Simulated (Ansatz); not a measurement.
**Iridium, fcc under PBE: convergence with the plane-wave cutoff**

How high must the plane-wave cutoff be for energy and pressure to settle? The geometry was relaxed under PBE beforehand and stays fixed; 9 values are run, from 150 to 800 eV. Wanted are the values from which on the energy stays within 10 and 1 meV/atom, and the pressure within 0.5 GPa, of the last run. Within the series other settings stay, but some runs also write fields, which adds to their time. Spin polarisation is left out.

Program: Ansatz 0.2.0. Level of theory: DFT PBE, plane waves with PAW, scalar-relativistic. These are calculated values, not measurements.

### 1 Starting point

Symmetry: Fm-3m, No. 225, cubic system. Conventional cell: a = 3.872 Å, b = 3.872 Å, c = 3.872 Å, α = 90.00°, β = 90.00°, γ = 90.00°. Ir (site symmetry m-3m) is surrounded by 12 Ir at 2.74 Å.

As a file:

```cif
data_structure
_symmetry_space_group_name_H-M 'Fm-3m'
_symmetry_Int_Tables_number 225
_cell_length_a 3.8721
_cell_length_b 3.8721
_cell_length_c 3.8721
_cell_angle_alpha 90.000
_cell_angle_beta 90.000
_cell_angle_gamma 90.000
_cell_volume 58.06
loop_
_atom_site_label
_atom_site_type_symbol
_atom_site_symmetry_multiplicity
_atom_site_Wyckoff_symbol
_atom_site_fract_x
_atom_site_fract_y
_atom_site_fract_z
_atom_site_occupancy
Ir1 Ir 4 a 0.00000 0.00000 0.00000 1
```

### 2 A run at the usual settings, for scale

input.yaml

```yaml
crystal:
  lattice:
    - [0.0, 1.9360622002, 1.9360622002]
    - [1.9360622002, 0.0, 1.9360622002]
    - [1.9360622002, 1.9360622002, 0.0]
  atoms:
    - { symbol: Ir, position: [0.0, 0.0, 0.0] }
hamiltonian:
  xc: pbe
  pseudopotentials:
    kind: paw
    azcp:
      Ir: "pseudopotentials/Ir.paw.azcp"
basis:
  ecutwfc: 420
  fft_grid_basis: typed
kpoints:
  mp_grid: { grid: [23, 23, 23], shift: [0, 0, 0] }
magnetization:
  spin_polarized: false
scf:
  occupations: { method: fermi_dirac, width: 0.1 }
  lower_state_search: "off"
output:
  stress: true
```

Run with:

```bash
$ ansatz run input.yaml --threads 1 --pin off --max-ram 3584MiB --backend cpu --events-out ev --progress --plain --runs-dir out
```

### 3 With a cutoff of 150 eV

The run at 150 eV.

Edit input.yaml of step 2 so:

```diff
@@ -14,6 +14,6 @@
 basis:
-  ecutwfc: 420
+  ecutwfc: 150
   fft_grid_basis: typed
 kpoints:
-  mp_grid: { grid: [23, 23, 23], shift: [0, 0, 0] }
+  mp_grid: { grid: [14, 14, 14], shift: [0, 0, 0] }
 magnetization:
```

### 4 With a cutoff of 200 eV

The run at 200 eV.

Edit input.yaml of step 3 so:

```diff
@@ -14,3 +14,3 @@
 basis:
-  ecutwfc: 150
+  ecutwfc: 200
   fft_grid_basis: typed
```

### 5 With a cutoff of 250 eV

The run at 250 eV.

Edit input.yaml of step 4 so:

```diff
@@ -14,3 +14,3 @@
 basis:
-  ecutwfc: 200
+  ecutwfc: 250
   fft_grid_basis: typed
@@ -25 +25,5 @@
   stress: true
+  write_density: true
+  write_potential: true
+  elf: true
+  volumetric_format: npy
```

### 6 With a cutoff of 300 eV

The run at 300 eV.

Edit input.yaml of step 5 so:

```diff
@@ -14,3 +14,3 @@
 basis:
-  ecutwfc: 250
+  ecutwfc: 300
   fft_grid_basis: typed
@@ -25,5 +25 @@
   stress: true
-  write_density: true
-  write_potential: true
-  elf: true
-  volumetric_format: npy
```

### 7 With a cutoff of 350 eV

The run at 350 eV.

Edit input.yaml of step 6 so:

```diff
@@ -14,3 +14,3 @@
 basis:
-  ecutwfc: 300
+  ecutwfc: 350
   fft_grid_basis: typed
```

### 8 With a cutoff of 420 eV

The run at 420 eV.

Edit input.yaml of step 7 so:

```diff
@@ -14,3 +14,3 @@
 basis:
-  ecutwfc: 350
+  ecutwfc: 420
   fft_grid_basis: typed
```

### 9 With a cutoff of 500 eV

The run at 500 eV.

Edit input.yaml of step 8 so:

```diff
@@ -14,3 +14,3 @@
 basis:
-  ecutwfc: 420
+  ecutwfc: 500
   fft_grid_basis: typed
```

### 10 With a cutoff of 600 eV

The run at 600 eV.

Edit input.yaml of step 9 so:

```diff
@@ -14,3 +14,3 @@
 basis:
-  ecutwfc: 500
+  ecutwfc: 600
   fft_grid_basis: typed
@@ -25 +25,5 @@
   stress: true
+  write_density: true
+  write_potential: true
+  elf: true
+  volumetric_format: npy
```

### 11 With a cutoff of 800 eV

The run at 800 eV.

Edit input.yaml of step 10 so:

```diff
@@ -14,3 +14,3 @@
 basis:
-  ecutwfc: 600
+  ecutwfc: 800
   fft_grid_basis: typed
@@ -25,5 +25 @@
   stress: true
-  write_density: true
-  write_potential: true
-  elf: true
-  volumetric_format: npy
```

(Steps that only read results are left out.)

Q: Predict the outcome of this session.

As calculated:

| quantity | value |
| --- | --- |
| E(σ → 0) stays within 10 meV/atom of 800 eV | from 420 eV on |
| E(σ → 0) stays within 1 meV/atom | from 500 eV on |
| pressure stays within 0.5 GPa | from 350 eV on |
| pressure at 800 eV | -0.05 GPa |
| CPU time, dearest over cheapest | 3.5 |
| run at the usual settings (mesh 23×23×23 against the series' 14×14×14, 420 eV) | -6.4 meV/atom from 800 eV, -0.20 GPa |

**Reading.** At 150 eV the energy differs by +43915 meV/atom and the pressure by -130.8 GPa. The energy falls at each step up in cutoff, as the variational principle asks. 1 meV/atom is reached at 500 eV; energy differences often converge earlier, as errors cancel.
